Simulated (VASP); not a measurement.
# InP (F-43m) in VASP: a series of runs

Aim: see how the results for InP move with the level of theory and the settings. Levels: PBEsol, BLYP. Tasks: single point.

Program: VASP 6.6.1. These are calculated values, not measurements. Logs are shortened: lines on timing, memory, paths and dates and some standing lists are left out, and cuts for length are marked.

**Measured values to compare with.**

From a printed reference work, data compilation, for a bulk crystal of InP at 1.6 K: band gap 1.4236 eV (direct).

How close the calculation comes is told below.

### 1 The cell of the first run

Symmetry: F-43m, No. 216, cubic system. Conventional cell: a = 5.861 Å, b = 5.861 Å, c = 5.861 Å, α = 90.00°, β = 90.00°, γ = 90.00°. In (site symmetry -43m) has 4 P at 2.54 Å within 3.3 Å. Within 3.3 Å of P (site symmetry -43m) lie 4 In at 2.54 Å.

### 2 Single point, PBEsol

Input file INCAR:

```
PREC = Accurate
ENCUT = 520
EDIFF = 1E-6
ISMEAR = 0
SIGMA = 0.01
LREAL = F
LASPH = T
NELM = 60
ALGO = Normal
ISIF = 2
LWAVE = F
LCHARG = F
GGA = PS
NBANDS = 16
```

Input file KPOINTS:

```
Automatic mesh
0
Gamma
  6 6 6
```

Input file POSCAR:

```
InP
1.0
    0.0000000000      2.9305000000      2.9305000000
    2.9305000000      0.0000000000      2.9305000000
    2.9305000000      2.9305000000      0.0000000000
In P
1 1
Direct
    0.0000000000      0.0000000000      0.0000000000
    0.2500000000      0.2500000000      0.2500000000
```

Potentials or basis: VASP PAW PBE potentials, release 64 (In_d, P).

Started as:

```sh
$ cat potpaw_PBE.64/In_d/POTCAR potpaw_PBE.64/P/POTCAR > POTCAR
$ mpirun -np 1 vasp_std > vasp.out
```

OUTCAR:

```text
PREC = Accurate
   ENCUT = 520
   EDIFF = 1E-6
   ISMEAR = 0
   LREAL = F
   LASPH = T
   NELM = 60
   ISIF = 2
   GGA = PS

 ion  position               nearest neighbor table
   1  0.000  0.000  0.000-   2 2.54   2 2.54   2 2.54   2 2.54
   2  0.250  0.250  0.250-   1 2.54   1 2.54   1 2.54   1 2.54

  LATTYP: Found a face centered cubic cell.
 ALAT       =     5.8610000000

  Lattice vectors:

 A1 = (   0.0000000000,   2.9305000000,   2.9305000000)
 A2 = (   2.9305000000,   0.0000000000,   2.9305000000)
 A3 = (   2.9305000000,   2.9305000000,   0.0000000000)

Analysis of symmetry for initial positions (statically):
=====================================================================
 Subroutine PRICEL returns:
 Original cell was already a primitive cell.

 Routine SETGRP: Setting up the symmetry group for a
 face centered cubic supercell.

 Subroutine GETGRP returns: Found 24 space group operations
 (whereof 24 operations were pure point group operations)
 out of a pool of 48 trial point group operations.

The static configuration has the point symmetry T_d .

Analysis of symmetry for dynamics (positions and initial velocities):
=====================================================================
 Subroutine PRICEL returns:
 Original cell was already a primitive cell.

 Routine SETGRP: Setting up the symmetry group for a
 face centered cubic supercell.

 Subroutine GETGRP returns: Found 24 space group operations
 (whereof 24 operations were pure point group operations)
 out of a pool of 48 trial point group operations.

The dynamic configuration has the point symmetry T_d .

 Subroutine INISYM returns: Found 24 space group operations
 (whereof 24 operations are pure point group operations),
 and found     1 'primitive' translations

----------------------------------------------------------------------------------------

                                     Primitive cell

  volume of cell :      50.3333

  direct lattice vectors                    reciprocal lattice vectors
     0.000000000  2.930500000  2.930500000    -0.170619348  0.170619348  0.170619348
     2.930500000  0.000000000  2.930500000     0.170619348 -0.170619348  0.170619348
     2.930500000  2.930500000  0.000000000     0.170619348  0.170619348 -0.170619348

  length of vectors
     4.144352845  4.144352845  4.144352845     0.295521380  0.295521380  0.295521380

[... 69 lines left out ...]
   ENCUT  =  520.0 eV  38.22 Ry    6.18 a.u.   7.71  7.71  7.71*2*pi/ulx,y,z
   NELM   =     60;   NELMIN=  2; NELMDL= -5     # of ELM steps
   EDIFF  = 0.1E-05   stopping-criterion for ELM
   LREAL  =      F    real-space projection
   EDIFFG = 0.1E-04   stopping-criterion for IOM
   NSW    =      0    number of steps for IOM
   IBRION =     -1    ionic relax: 0-MD 1-quasi-New 2-CG
   NFREE  =      0    steps in history (QN), initial steepest desc. (CG)
   ISIF   =      2    stress and relaxation
   ISYM   =      2    0-nonsym 1-usesym 2-fastsym
   POTIM  = 0.5000    time-step for ionic-motion
   TEBEG  =    0.0;   TEEND  =   0.0 temperature during run
   PSTRESS=    0.0 pullay stress
   NELECT =      18.0000    total number of electrons
   NUPDOWN=      -1.0000    fix difference up-down
   EMIN   =  10.00;   EMAX   =-10.00  energy-range for DOS
   EFERMI =   0.00;   METHOD = LEGACY
   ISMEAR =     0;   SIGMA  =   0.01  broadening in eV -4-tet -1-fermi 0-gaus
   EFERMI_NEDOS =   21; number of points for ismear=-14 and -15
   IALGO  =     38    algorithm
   IMIX   =      4    mixing-type and parameters
     AMIX     =   0.40;   BMIX     =  1.00
     AMIX_MAG =   1.60;   BMIX_MAG =  1.00
  volume/ion in A,a.u.               =      25.17       169.83
  Fermi-wavevector in a.u.,A,eV,Ry     =   1.162021  2.195901 18.371846  1.350293
  Thomas-Fermi vector in A             =   2.298587
   LORBIT       =      0    0 simple, 1 ext, 2 COOP (PROOUT), +10 PAW based schemes
   GGA     = PS    functional components
   LHFCALC =     F    Hartree Fock is set to
   AEXX    =    0.0000 exact exchange contribution
   IVDW    =     0    specifies the selected vdW correction
   LEPSILON=     F    determine dielectric tensor
   LRPA    =     F    only Hartree local field effects (RPA)
 non-spin polarized calculation
 Gauss-broadening in eV      SIGMA  =   0.01
  energy-cutoff  :      520.00
  volume of cell :       50.33
 maximum number of plane-waves:      1380
   NGX = 15   NGY = 15   NGZ = 15

 number of electron      18.0000005 magnetization

 Free energy of the ion-electron system (eV)
  ---------------------------------------------------
  ext. energy  EPLUGINS =         0.00000000
  ---------------------------------------------------
  free energy    TOTEN  =        -9.14210154 eV

  energy without entropy =       -9.14210154  energy(sigma->0) =       -9.14210154

 E-fermi :   5.1548     XC(G=0):  -9.4767

 val. band max:        5.0985955123   @ k =   0.0000   0.0000   0.0000
 cond. band min:       5.7107603497   @ k =   0.0000   0.0000   0.0000
 fundamental gap:      0.6121648374
 Fermi energy:         5.1547764983

 k-point     1 :       0.0000    0.0000    0.0000
  band No.  band energies     occupation
      1      -9.0589      2.00000
      2      -9.0589      2.00000
      3      -9.0589      2.00000
      4      -8.9046      2.00000
      5      -8.9046      2.00000
      6      -6.4506      2.00000
[... 281 lines left out ...]
      3      -8.9610      2.00000
      4      -8.9338      2.00000
      5      -8.8824      2.00000
      6      -3.9728      2.00000
[... 8 lines left out ...]
     15      16.3349      0.00000
     16      17.0207      0.00000

------------------------ aborting loop because EDIFF is reached ----------------------------------------

  FORCE on cell =-STRESS in cart. coord.  units (eV):
  Direction    XX          YY          ZZ          XY          YZ          ZX
  --------------------------------------------------------------------------------------
  -------------------------------------------------------------------------------------
  Total        0.1829905      0.1829905      0.1829905     -0.0000000     -0.0000000      0.0000000
  in kB        5.8248396      5.8248396      5.8248396     -0.0000000     -0.0000000      0.0000000
  external PRESSURE =       5.8248396 kB  Pullay stress =       0.0000000 kB

 VOLUME and BASIS-vectors are now :
 -----------------------------------------------------------------------------
  energy-cutoff  :      520.00
  volume of cell :       50.33
      direct lattice vectors                 reciprocal lattice vectors
     0.000000000  2.930500000  2.930500000    -0.170619348  0.170619348  0.170619348
     2.930500000  0.000000000  2.930500000     0.170619348 -0.170619348  0.170619348
     2.930500000  2.930500000  0.000000000     0.170619348  0.170619348 -0.170619348

 POSITION                                       TOTAL-FORCE (eV/Angst)
 -----------------------------------------------------------------------------------
      0.00000      0.00000      0.00000        -0.000000     -0.000000     -0.000000
      1.46525      1.46525      1.46525         0.000000      0.000000      0.000000
 -----------------------------------------------------------------------------------
    total drift:                               -0.000000     -0.000000      0.000000

  FREE ENERGIE OF THE ION-ELECTRON SYSTEM (eV)
  ---------------------------------------------------
  free  energy   TOTEN  =        -9.1421015367 eV

  energy  without entropy=       -9.1421015367  energy(sigma->0) =       -9.14210154
```

OSZICAR:

```text
N       E                     dE             d eps       ncg     rms          rms(c)
DAV:   1     0.108639137991E+03    0.10864E+03   -0.84613E+03   512   0.127E+03
DAV:   2    -0.228368159206E+01   -0.11092E+03   -0.10662E+03   568   0.286E+02
DAV:   3    -0.936863750206E+01   -0.70850E+01   -0.70492E+01   640   0.734E+01
DAV:   4    -0.954557339184E+01   -0.17694E+00   -0.17686E+00   720   0.124E+01
DAV:   5    -0.955318562836E+01   -0.76122E-02   -0.76121E-02   696   0.224E+00    0.549E+00
DAV:   6    -0.918007983215E+01    0.37311E+00   -0.57461E-01   824   0.135E+01    0.320E+00
DAV:   7    -0.914443951722E+01    0.35640E-01   -0.13680E-01   736   0.335E+00    0.111E+00
DAV:   8    -0.914178975855E+01    0.26498E-02   -0.14603E-02   672   0.139E+00    0.316E-01
DAV:   9    -0.914200685977E+01   -0.21710E-03   -0.11221E-03   656   0.356E-01    0.148E-01
DAV:  10    -0.914207375539E+01   -0.66896E-04   -0.16299E-04   776   0.167E-01    0.916E-02
DAV:  11    -0.914210240303E+01   -0.28648E-04   -0.51980E-05   584   0.835E-02    0.408E-02
DAV:  12    -0.914210153665E+01    0.86638E-06   -0.52935E-06   584   0.196E-02
   1 F= -.91421015E+01 E0= -.91421015E+01  d E =-.153603E-17
```

stdout:

```text
POSCAR found type information on POSCAR InP
 POSCAR found :  2 types and       2 ions
 scaLAPACK will be used
 -----------------------------------------------------------------------------
|                                                                             |
|                                                                             |
|     You enforced a specific xc type in the INCAR file but a different       |
|     I HOPE YOU KNOW WHAT YOU ARE DOING!                                     |
|                                                                             |
 -----------------------------------------------------------------------------

 LDA part: xc-table for (Slater+PW92), standard interpolation
 POSCAR, INCAR and KPOINTS ok, starting setup
 FFT: planning ... GRIDC
 FFT: planning ... GRID_SOFT
 FFT: planning ... GRID
 WAVECAR not read
 entering main loop
```

Wall time 7.9 s (1 thread of AMD EPYC 9R45 (Zen 5), shared host); peak memory 0.14 GiB.

What came out:

```yaml
Free_energy: -9.1421 eV
Pressure: 0.6 GPa
Band_gap_on_the_k_mesh: 0.61 eV, direct
```

Caveat: the PAW data sets were made with another functional, which shifts forces and pressure a little; spin-orbit coupling is left out, which moves the levels of the heavy elements.

### 3 Single point, BLYP

Input file INCAR:

```
PREC     = Accurate       # precision mode
ENCUT    = 520            # plane-wave cutoff, eV
EDIFF    = 1E-6           # SCF threshold, eV
ISMEAR   = 0              # smearing method
SIGMA    = 0.01           # smearing width, eV
LREAL    = F              # projectors in reciprocal space
LASPH    = T              # aspherical terms in the spheres
NELM     = 80             # most SCF steps
ALGO     = Normal         # electronic algorithm
ISIF     = 2              # what is computed and relaxed
LWAVE    = F              # write WAVECAR
LCHARG   = T              # write CHGCAR
GGA      = B5             # functional
ALDAX    = 1.0          
AGGAX    = 1.0          
AGGAC    = 1.0          
ALDAC    = 0.0          
LELF     = T              # ELF
LVHAR    = T            
NBANDS   = 16             # bands
```

KPOINTS is that of step 2.

POSCAR is that of step 2.

Potentials or basis: VASP PAW PBE potentials, release 64 (In_d, P).

Started as:

```sh
$ cat potpaw_PBE.64/In_d/POTCAR potpaw_PBE.64/P/POTCAR > POTCAR
$ mpirun -np 1 vasp_std > vasp.out
```

Run time: 19 s. Hardware: 1 thread of AMD EPYC 9R45 (Zen 5), shared host; peak memory 0.15 GiB.

The run converged. Its results:

```
Free energy            : -7.0452 eV
Pressure               : 6.8 GPa
Band gap on the k mesh : 0.62 eV, direct
```

Levels at points of the mesh, in eV from the valence-band top:
| k point | band 7 | band 8 | band 9 | band 10 | band 11 | band 12 |
| --- | --- | --- | --- | --- | --- | --- |
| (0.00, 0.00, 0.00) | 0.00 | 0.00 | 0.00 | 0.62 | 4.11 | 4.11 |
| (0.50, 0.00, 0.00) | -5.71 | -0.97 | -0.97 | 1.49 | 4.87 | 4.87 |
| (0.50, 0.50, 0.00) | -5.77 | -2.30 | -2.30 | 1.89 | 2.34 | 9.23 |

Caveat: the PAW data sets were made with another functional, which shifts forces and pressure a little; spin-orbit coupling is left out, which moves the levels of the heavy elements.

### 4 How close it comes

Step 2. Against the measured gap of InP, 1.4236 eV (direct; 1.6 K; a printed reference work, data compilation), the calculated 0.61 eV is off by -0.81 eV. Spin-orbit coupling on In is left out. The value is that of PBEsol, without temperature or zero-point motion. Semilocal functionals fall short of measured gaps as a rule.
